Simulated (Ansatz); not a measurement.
SnTe, 2 atoms in the cell. Symmetry: Fm-3m, No. 225, cubic system. The conventional cell has a = 6.302 Å, b = 6.302 Å, c = 6.302 Å, α = 90.00°, β = 90.00°, γ = 90.00°. Te (site symmetry m-3m) has 6 Sn at 3.15 Å as nearest neighbours. Sn (site symmetry m-3m) is surrounded by 6 Te at 3.15 Å. 

| Property | Result |
| --- | --- |
| Program | Ansatz 0.2.0 |
| Task | phonons |
| Functional | PBEsol |
| Potentials or basis | all-electron LAPW, scalar-relativistic |
| Cutoff | 201 eV (chosen from the basis error) |
| Basis error allowed | 0.001 eV/atom |
| k mesh | 5 × 5 × 5 |
| Occupations | fermi-dirac, width 0.05 eV |
| Spin | no spin polarisation |

Potentials or basis: all-electron LAPW, scalar-relativistic.

Launch:

```sh
$ ansatz run input.yaml --threads 1 --pin off --max-ram 3072MiB --backend cpu --events-out ev --progress --plain --runs-dir out
```

Hardware: 1 thread of Arm Neoverse V1 (shared host).

Problem. Estimate the wall time of this run.

Solution. Run time: 18 s on 1 thread of Arm Neoverse V1, with other jobs on the host, peak memory 0.27 GiB. Counts: scf iterations 19, plane waves 411, k points 10, bands 28.
